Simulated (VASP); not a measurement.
Set up this calculation in VASP 6.6.1, as the native input.

* Task: single point
* Functional: PBE
* Potentials or basis: VASP PAW PBE potentials, release 64 (Cd, Se)
* Cutoff: 520 eV
* k mesh: 4 × 4 × 2
* Occupations: fermi-dirac, width 0.03 eV
* Spin: no spin polarisation
* Dipole correction: no
* Further INCAR settings: ALGO = Fast; EDIFF = 1e-07; NBANDS = 26

The structure of CdSe (Cadmoselite) lies in POSCAR:

```
CdSe
1.0
    4.3000000000      0.0000000000      0.0000000000
   -2.1500000000      3.7239092363      0.0000000000
    0.0000000000      0.0000000000      7.0200000000
Cd Se
2 2
Direct
    0.6666666667      0.3333333333      0.5000000000
    0.3333333333      0.6666666667      0.0000000000
    0.6666666667      0.3333333333      0.8850000000
    0.3333333333      0.6666666667      0.3850000000
```

These files were run (other wordings do the same):

INCAR

```
ALGO     = Fast           # electronic algorithm
EDIFF    = 1E-7           # SCF threshold, eV
ENCUT    = 520            # plane-wave cutoff, eV
GGA      = PE             # functional
ISIF     = 2              # what is computed and relaxed
ISMEAR   = -1             # smearing method
LASPH    = True           # aspherical terms in the spheres
LCHARG   = True           # write CHGCAR
LELF     = True           # ELF
LREAL    = False          # projectors in reciprocal space
LVHAR    = True         
LWAVE    = False          # write WAVECAR
NBANDS   = 26             # bands
NELM     = 100            # most SCF steps
PREC     = Accurate       # precision mode
SIGMA    = 0.03           # smearing width, eV
```

KPOINTS

```
k-points
0
Gamma
  4 4 2
```

Potentials or basis: VASP PAW PBE potentials, release 64 (Cd, Se).

The run is started by

```bash
$ cat potpaw_PBE.64/Cd/POTCAR potpaw_PBE.64/Se/POTCAR > POTCAR
$ mpirun -np 1 vasp_std > vasp.out
```

It gave:

| Quantity | Value |
| --- | --- |
| Pressure | 3.4 GPa |
| Largest force | 0.307 eV/Å |
| Band gap on the k mesh | 0.70 eV, direct |

Caveat: the k mesh is coarse (spacing up to 0.45 Å⁻¹), so the values aren't converged.

Wall time 40 s on 1 thread of Intel(R) Xeon(R) Platinum 8488C (Sapphire Rapids), with other jobs on the host, peak memory 0.21 GiB.
